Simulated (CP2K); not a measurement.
# Equation of state of Li2Se under PBEsol

```
CELL_PARAMETERS angstrom
4.24618 0.00000 0.00000
2.12309 3.67730 0.00000
2.12309 1.22577 3.46699
ATOMIC_POSITIONS crystal
Se 0.00000 0.00000 0.00000
Li 0.75000 0.75000 0.75000
Li 0.25000 0.25000 0.25000
```

The cell was scaled at fixed shape and fractions and run with CP2K, POTENTIAL_UZH Se GTH-PBE-q6, Li GTH-PBE-q3; TZVP-MOLOPT-PBE-GTH basis; PBEsol, k mesh 8 × 8 × 8 on the cell of 3 atoms, fermi-dirac occupations of 0.05 eV, no spin polarisation, no spin-orbit coupling. The potentials were made for PBE. Energies are those that the program minimises, any entropy of the smearing included.

```csv
V (Å³/atom),energy over the lowest row (meV/atom)
16.9623,3.999
17.3232,1.086
17.6841,0.000
18.0450,?
18.4059,2.292
18.7668,5.459
19.1277,9.827
```

Fit the third-order Birch-Murnaghan form, give V0, B0 and B′, and predict the energy left open.

With y = (V0/V)^(2/3), E = E0 + (9 V0 B0/16) [(y - 1)³ B′ + (y - 1)² (6 - 4y)]. Least squares through the rows shown give V0 = 17.7583 Å³/atom, E0 = -0.057 meV, B0 = 33.78 GPa (1 eV/Å³ = 160.218 GPa) and B′ = 3.81, with a largest miss of 0.026 meV. At V = 18.0450 the form with these constants gives 0.419 meV; the run gave 0.428 meV an atom.
